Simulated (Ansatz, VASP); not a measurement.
# Mg in VASP and in Ansatz

File INCAR:

```
ALGO = Normal ; EDIFF = 1E-6
ENCUT = 520 ; GGA = PS
ISIF = 2 ; ISMEAR = -1
LASPH = True ; LCHARG = False
LREAL = False ; LWAVE = False
NBANDS = 9 ; NELM = 60
PREC = Accurate ; SIGMA = 0.05
```

File KPOINTS:

```
k-points
0
Gamma
  12 12 7
```

POSCAR

```
Mg
1.0
    3.1658976813      0.0000000000      0.0000000000
   -1.5829488406      2.7417478178      0.0000000000
    0.0000000000      0.0000000000      5.1399115029
Mg
2
Direct
    0.3333333333      0.6666666667      0.2500000000
    0.6666666667      0.3333333333      0.7500000000
```

Input for Ansatz:

```yaml
crystal:
  lattice:
    - [3.1658976813, 0.0, 0.0]
    - [-1.5829488406, 2.7417478178, 0.0]
    - [0.0, 0.0, 5.1399115029]
  atoms:
    - { symbol: Mg, position: [0.3333333333, 0.6666666667, 0.25] }
    - { symbol: Mg, position: [0.6666666667, 0.3333333333, 0.75] }
kpoints:
  mp_grid: { grid: [12, 12, 7] }
scf:
  occupations: { method: fermi_dirac, width: 0.05 }
hamiltonian:
  xc: pbesol
  pseudopotentials: { kind: all_electron, lapw: { basis_error: 0.001 } }
output:
  forces: true
  stress: true
  eigenvalues: true
```

Change from the starting cell: functional pbesol, volume scaled by 0.96.

Alike in both runs: task single point; functional PBEsol; k mesh 12 × 12 × 7; occupations fermi-dirac, width 0.05 eV; no spin polarisation.

|  | VASP | Ansatz |
| --- | --- | --- |
| version | VASP 6.6.1 | Ansatz 0.2.0 |
| potentials or method | VASP PAW PBE potentials, release 64 (Mg) | all-electron LAPW, scalar-relativistic |
| plane-wave cutoff (eV) | 520 | see its input |

```csv
,VASP,Ansatz,Ansatz less VASP
pressure (GPa),0.3,0.3,+0.03
largest component of the traceless stress (GPa),0.61,0.60,-0.001
```

Ansatz ran all-electron here, so the differences hold the error of VASP's frozen core and of both bases.

Caveats: the PAW data sets were made with another functional, which shifts forces and pressure a little (VASP).
